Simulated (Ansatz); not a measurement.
**Worked sum: formation energy of Li3N (P6/mmm) from the elements**

This concerns the formation energy of Li3N (P6/mmm) from the elements. Reaction: 3 Li (bcc) + 1/2 N2 (gas) → Li3N (P6/mmm). A negative value means that the right-hand side lies lower. The value is per atom of the solid.

Li3N (P6/mmm), 4 atoms in the cell. Conventional cell: a = b = 3.633 Å, c = 3.864 Å, α = β = 90.00°, γ = 120.00°.

Ansatz (a quantum-chemistry and plane-wave program) with PAW potentials; structures come from PBE relaxations, nuclei static, no net charge. Ansatz runs with its default PAW set. Other levels take these structures. The lattices are those relaxed with PBE, so at other levels the solids can be strained, which adds to the spread.

Total energies of the cells in eV, at zero smearing width. They compare only within one column; the weights balance every element.

| cell | atoms | weight | PBE+D3(BJ) | LDA |
|---|---|---|---|---|
| Li3N (P6/mmm) | 4 | +2 | -1000.52653 | -980.70508 |
| Li (bcc) | 1 | −6 | -204.85535 | -201.63615 |
| N2 (gas) | 2 | −1 | -768.03814 | -747.14618 |

PBE+D3(BJ): 2 × (-1000.52653) − 6 × (-204.85535) − (-768.03814) = -3.883 eV; dividing by 8 atoms gives -0.49 eV/atom.

LDA: 2 × (-980.70508) − 6 × (-201.63615) − (-747.14618) = -4.447 eV; dividing by 8 atoms gives -0.56 eV/atom.

What follows from the PBE+D3(BJ) value: A formula unit of Li3N has 4 atoms, so it forms with -0.4854 × 4 = -1.942 eV, or -187.4 kJ/mol at 96.485 kJ/mol per eV.
